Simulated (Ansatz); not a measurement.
## TiO₂: course of a relaxation

Computed with DFT PBEsol, scalar-relativistic, plane waves, PAW in Ansatz 0.2.0. Settings: 420 eV cutoff, 6×6×10 k-mesh, Gaussian smearing of 0.02 eV, no spin polarisation.

What was changed in VO2: V → Ti on all its sites, cell and atoms relaxed.

Command:

```bash
ansatz run input.yaml --threads 1 --pin off --max-ram 2560MiB --backend cpu --events-out ev --progress --plain --runs-dir out
```

Input:

```yaml
crystal:
  lattice:
    - [4.6065526017, 0.0, 0.0]
    - [0.0, 4.6065526017, 0.0]
    - [0.0, 0.0, 2.8454218965]
  atoms:
    - { symbol: Ti, position: [0.0, 0.0, 0.0] }
    - { symbol: Ti, position: [0.5, 0.5, 0.5] }
    - { symbol: O, position: [0.298898582, 0.298898582, 0.0] }
    - { symbol: O, position: [0.701101418, 0.701101418, 0.0] }
    - { symbol: O, position: [0.798898582, 0.201101418, 0.5] }
    - { symbol: O, position: [0.201101418, 0.798898582, 0.5] }
basis:
  ecutwfc: 420
kpoints:
  mp_grid: { grid: [6, 6, 10] }
hamiltonian:
  xc: pbesol
scf:
  occupations: { method: gaussian, width: 0.02 }
output:
  forces: true
  stress: true
  eigenvalues: true
relax:
  adjacent_minimum: "off"
  f_tol: 0.01
  max_steps: 60
  cell: { stress_tol: 0.1 }
```

F is the free energy. Steps run on the plane waves of an earlier cell, but the last one, and at times one on the way, on a freshly chosen basis, so a repeated geometry can differ a little in energy.

Steps:

```
step F − F(1) (eV) largest force component (eV/Å) V (Å³/atom) P (GPa)
   1         0.0000                           0.408       10.063     6.35
   2        -0.1072                           0.005       10.242     1.16
   3        -0.1125                           0.055       10.286     0.29
   4        -0.1130                           0.038       10.310    -0.05
   5        -0.1132                           0.000       10.315     0.01
   6        -0.1239                           0.000       10.315     0.30
   7        -0.1238                           0.000       10.325     0.02
   8        -0.1241                           0.000       10.325     0.02
```

Relaxed structure:

```yaml
crystal:
  lattice:
    - [4.59129, 0.00000, 0.00000]
    - [0.00000, 4.59129, 0.00000]
    - [0.00000, 0.00000, 2.93868]
  atoms:
    - { symbol: Ti, position: [0.00000, 0.00000, 0.00000] }
    - { symbol: Ti, position: [0.50000, 0.50000, 0.50000] }
    - { symbol: O, position: [0.30443, 0.30443, 0.00000] }
    - { symbol: O, position: [0.69557, 0.69557, 0.00000] }
    - { symbol: O, position: [0.80443, 0.19557, 0.50000] }
    - { symbol: O, position: [0.19557, 0.80443, 0.50000] }
```

The structure is tetragonal, space group P4_2/mnm (No. 136). Conventional cell: a = 4.591 Å, b = 4.591 Å, c = 2.939 Å, α = 90.00°, β = 90.00°, γ = 90.00°. Ti (site symmetry mmm) is surrounded by 6 O at 1.94 to 1.98 Å. O (site symmetry m2m) is surrounded by 3 Ti at 1.94 to 1.98 Å.

The run converged. Time: 42 s on 1 thread of Arm Neoverse V2 (shared host), peak memory 0.38 GiB.